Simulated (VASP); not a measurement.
# GaN: single point with LDA

The system is GaN, a slab with vacuum.

```xyz
20
Lattice="3.1568 0.0000 0.0000 0.0000 5.1479 0.0000 0.0000 0.0000 26.8467" Properties=species:S:1:pos:R:3 pbc="T T T"
Ga    3.1568    5.0127    7.7664
Ga    1.5784    2.6111    8.3131
Ga    1.5784    5.1429   10.2732
Ga    0.0000    2.5977   11.1245
Ga    3.1568    0.0119   12.9782
Ga    1.5784    2.5858   13.8684
Ga    1.5784    0.0238   15.7222
Ga    0.0000    2.5689   16.5735
Ga    0.0000    0.0371   18.5336
Ga    1.5784    2.4387   19.0803
N     3.1568    3.2312    7.5271
N     1.5784    0.6812    8.3933
N     1.5784    3.2175   10.2281
N     0.0000    0.6540   11.1434
N     3.1568    3.2229   12.9663
N     1.5784    0.6489   13.8804
N     1.5784    3.2280   15.7033
N     0.0000    0.6436   16.6186
N     0.0000    3.2552   18.4534
N     1.5784    0.6573   19.3196
```

```
Program             : VASP 6.6.1
Task                : single point
Functional          : LDA
Potentials or basis : VASP PAW LDA potentials, release 64 (Ga_d, N)
Cutoff              : 520 eV
k mesh              : 8 × 5 × 1
Occupations         : gaussian, width 0.03 eV
Spin                : no spin polarisation
```

| Item | Value |
| --- | --- |
| Largest force | 0.012 eV/Å |
| Band gap on the k mesh | 1.74 eV, direct |
| Ionisation potential of the upper face | 5.97 eV |

Forces in eV/Å, atoms in the order of the input:
```
Ga   0.000  0.002 -0.011
Ga   0.000 -0.005  0.005
Ga   0.000  0.003  0.005
Ga   0.000  0.004  0.010
Ga   0.000 -0.003 -0.001
Ga   0.000 -0.003  0.001
Ga   0.000  0.004 -0.010
Ga   0.000  0.003 -0.005
Ga   0.000 -0.005 -0.005
Ga   0.000  0.002  0.011
N    0.000 -0.003 -0.001
N    0.000 -0.003  0.003
N    0.000  0.000  0.007
N    0.000  0.002  0.010
N    0.000  0.003  0.012
N    0.000  0.003 -0.012
N    0.000  0.002 -0.010
N    0.000  0.000 -0.007
N    0.000 -0.003 -0.003
N    0.000 -0.003  0.001
```

Levels at points of the mesh, in eV from the valence-band top:
```csv
k point,band 88,band 89,band 90,band 91,band 92,band 93
"(0.00, 0.00, 0.00)",-0.09,-0.08,0.00,1.74,2.23,3.36
"(0.50, 0.00, 0.00)",-1.26,-0.49,-0.49,3.36,3.36,5.34
```

Core levels (eV, on the scale of the bands):
```csv
atom,levels
1 Ga,"1s -10172.1, 2s -1251.2, 2p -1090.7, 3s -141.5, 3p -93.0"
2 Ga,"1s -10171.0, 2s -1250.1, 2p -1089.6, 3s -140.5, 3p -92.0"
3 Ga,"1s -10171.8, 2s -1250.9, 2p -1090.4, 3s -141.2, 3p -92.7"
4 Ga,"1s -10171.4, 2s -1250.5, 2p -1090.0, 3s -140.9, 3p -92.4"
5 Ga,"1s -10171.6, 2s -1250.7, 2p -1090.2, 3s -141.1, 3p -92.5"
6 Ga,"1s -10171.6, 2s -1250.7, 2p -1090.2, 3s -141.1, 3p -92.5"
```

Wall time 4.8 min on 8 MPI ranks on Intel(R) Xeon(R) Platinum 8488C (Sapphire Rapids), with other jobs on the host, peak memory 0.24 GiB a rank.

As with any semilocal functional, this LDA gap is likely too small.
